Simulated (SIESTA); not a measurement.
# CdSe and the effect of spin-orbit coupling

```yaml
crystal:
  lattice:
    - [4.30000, 0.00000, 0.00000]
    - [-2.15000, 3.72391, 0.00000]
    - [0.00000, 0.00000, 7.02000]
  atoms:
    - { symbol: Cd, position: [0.66667, 0.33333, 0.50000] }
    - { symbol: Cd, position: [0.33333, 0.66667, 0.00000] }
    - { symbol: Se, position: [0.66667, 0.33333, 0.88500] }
    - { symbol: Se, position: [0.33333, 0.66667, 0.38500] }
```

Kept alike: task band structure; functional PBE; k mesh 7 × 7 × 4; occupations fermi-dirac, width 0.05 eV. Program: SIESTA, potentials by row: files PseudoDojo sr-pbe-0.4.1-standard, DZP (energy shift 0.003 Ry; two zetas on semicore shells) (off); files PseudoDojo fr-pbe-0.4-standard, DZP (energy shift 0.003 Ry; two zetas on semicore shells) (on). The mesh is that of the run's cell of 4 atoms.

| spin-orbit coupling | band gap (eV) |
| --- | --- |
| off | 0.923 |
| on | 0.807 |

Gaps are the smaller of the mesh's and the band path's.

Task: What does spin-orbit coupling change here?

Result: The band gap runs from 0.807 (on) to 0.923 eV (off). Spin-orbit coupling splits p and d bands at the edges, and the more so the heavier the atoms. Measured: 1.841 eV at 2 K (a printed reference work); nearest off, 0.918 eV off. Semilocal gaps fall short of quasiparticle gaps.
